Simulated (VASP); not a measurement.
## ZnS (strained measured structure): one PBE single-point calculation in two programs

```
Zn S
1.0
     3.64141    0.00000    0.00000
    -1.82071    3.29560    0.00000
     0.00000    0.00000    6.24402
Zn S
2 2
Direct
  0.33356 0.66713 0.00768
  0.66644 0.33287 0.50768
  0.33927 0.67854 0.37732
  0.66073 0.32146 0.87732
```

Datasets and cutoffs are each program's own. VASP's cell holds 36 valence electrons and Ansatz's 36. Ansatz's stress includes a Pulay correction; VASP's doesn't.

Cutoffs: 520 eV in VASP, 420 eV in Ansatz. k meshes: 12×12×4 and 12×12×4.

|  | VASP | Ansatz |
| --- | --- | --- |
| gap between bands v and c | 2.21 eV | 2.21 eV |
| least direct gap | 2.21 eV | 2.21 eV |
| pressure | 6.2 GPa | 6.0 GPa |

Band v is the last that the valence electrons fill when counted band by band, and c is the next. Levels in eV from the top of v, Ansatz:

| point | v−1 | v | c | c+1 |
| --- | --- | --- | --- | --- |
| Γ | -0.22 | 0.00 | 2.21 | 3.21 |
| M | -1.96 | -1.16 | 3.41 | 4.01 |
| K | -2.66 | -2.38 | 3.85 | 5.87 |
| A | -0.45 | -0.45 | 3.63 | 3.63 |
| L | -1.91 | -1.91 | 3.28 | 3.28 |
| H | -1.70 | -1.70 | 4.28 | 4.28 |

VASP:

| point | v−1 | v | c | c+1 |
| --- | --- | --- | --- | --- |
| Γ | -0.22 | 0.00 | 2.21 | 3.21 |
| M | -1.96 | -1.16 | 3.41 | 4.02 |
| K | -2.66 | -2.38 | 3.86 | 5.89 |
| A | -0.45 | -0.45 | 3.64 | 3.64 |
| L | -1.91 | -1.91 | 3.29 | 3.29 |
| H | -1.70 | -1.70 | 4.29 | 4.29 |
